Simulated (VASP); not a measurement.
Here is a VASP 6.6.1 calculation.

POSCAR

```
AlAs                                    
1.0
    0.0000000000      2.8408844733      2.8408844733
    2.8408844733      0.0000000000      2.8408844733
    2.8408844733      2.8408844733      0.0000000000
  Al              As            
     1     1
Direct
     0.0000000000000000    0.0000000000000000    0.0000000000000000
     0.2500000000000000    0.2500000000000000    0.2500000000000000
```

The input INCAR.step1:

```
SYSTEM = AlAs
ALGO = Normal
EDIFF = 1E-5
ENCUT = 520
GGA = PE
GGA_COMPAT = .FALSE.
ISIF = 2
ISMEAR = 0
KPAR = 4
LASPH = .TRUE.
LCHARG = .FALSE.
LORBIT = 11
LREAL = .FALSE.
LSORBIT = .TRUE.
LWAVE = .TRUE.
MAGMOM = 0 0 0 0 0 0
NBANDS = 20
NELM = 80
PREC = Accurate
SIGMA = 0.03
```

The input INCAR.step2:

```
SYSTEM = AlAs
ALGO = Normal
EDIFF = 1E-7
ENCUT = 520
GGA = PE
GGA_COMPAT = .FALSE.
HFSCREEN = 0.2
ISIF = 2
ISMEAR = 0
ISTART = 1
KPAR = 4
LASPH = .TRUE.
LCHARG = .FALSE.
LHFCALC = .TRUE.
LORBIT = 11
LREAL = .FALSE.
LSORBIT = .TRUE.
LWAVE = .FALSE.
MAGMOM = 0 0 0 0 0 0
NBANDS = 20
NELM = 80
PREC = Accurate
PRECFOCK = Fast
SIGMA = 0.03
```

File KPOINTS:

```
k-points
0
G
  4 4 4
  0 0 0
```

KPOINTS_OPT

```
explicit points
6
Reciprocal
 0.0000000000  0.0000000000  0.0000000000 1
 0.3750000000  0.3750000000  0.7500000000 1
 0.5000000000  0.5000000000  0.5000000000 1
 0.6250000000  0.2500000000  0.6250000000 1
 0.5000000000  0.2500000000  0.7500000000 1
 0.5000000000  0.0000000000  0.5000000000 1
```

Potentials or basis: VASP PAW PBE potentials, release 64 (Al, As).

The run is started by

```sh
$ cat potpaw_PBE.64/Al/POTCAR potpaw_PBE.64/As/POTCAR > POTCAR
$ cp INCAR.step1 INCAR
$ mpirun -np 4 vasp_ncl > vasp.out
$ cp INCAR.step2 INCAR
$ mpirun -np 4 vasp_ncl > vasp.out
```

Question: Predict the pressure.

Answer: 0.1 GPa.

Caveat: the k mesh is coarse (spacing up to 0.48 Å⁻¹), so the values aren't converged, least of all with exact exchange; the PAW data sets were made with another functional, which shifts forces and pressure a little.
